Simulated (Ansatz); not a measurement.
Bands of RbCl

```
CELL_PARAMETERS angstrom
0.00000 3.30871 3.30871
3.30871 0.00000 3.30871
3.30871 3.30871 0.00000
ATOMIC_POSITIONS crystal
Rb 0.00000 0.00000 0.00000
Cl 0.50000 0.50000 0.50000
```

Atom numbers follow the list: Rb1, Cl2.

Structure from Materials Project entry mp-23295 (possibly hypothetical), not relaxed further.

Method: DFT, PBEsol, all-electron LAPW, scalar-relativistic (Ansatz 0.2.0).

Numerical set-up: a Γ-centred 8×8×8 k mesh, Fermi–Dirac smearing of 0.02 eV, basis error target 1 meV/atom, no spin polarisation.

Points in fractions of the reciprocal vectors of this cell: Γ (0, 0, 0), X (0.5, 0, 0.5), U (0.625, 0.25, 0.625), K (0.375, 0.375, 0.75), L (0.5, 0.5, 0.5), W (0.5, 0.25, 0.75). The path joins them by straight lines in the order Γ–X–U–K–Γ–L–W–X; legs that retrace an earlier one aren't tabulated. Energies are in eV from the top of the valence band.

(1) Is there a gap, and where are the band edges?

(2) List the levels between -20 and 7.5 eV at the symmetry points.

Answers

(1) 4.80 eV, direct at Γ.

(2) 
Γ: -11.95, -7.97 (×3), 0.00 (×3), 4.80
X: -11.90, -8.22, -8.07 (×2), -0.33, -0.10 (×2), 6.10
U: -11.94, -8.18, -8.04, -8.02, -0.40, -0.29, -0.22, 6.82
K: -11.94, -8.18, -8.04, -8.02, -0.40, -0.29, -0.22, 6.82
L: -12.01, -7.98 (×2), -7.95, -0.86, -0.33 (×2)
W: -11.93, -8.14 (×2), -7.96, -0.44, -0.24 (×2)
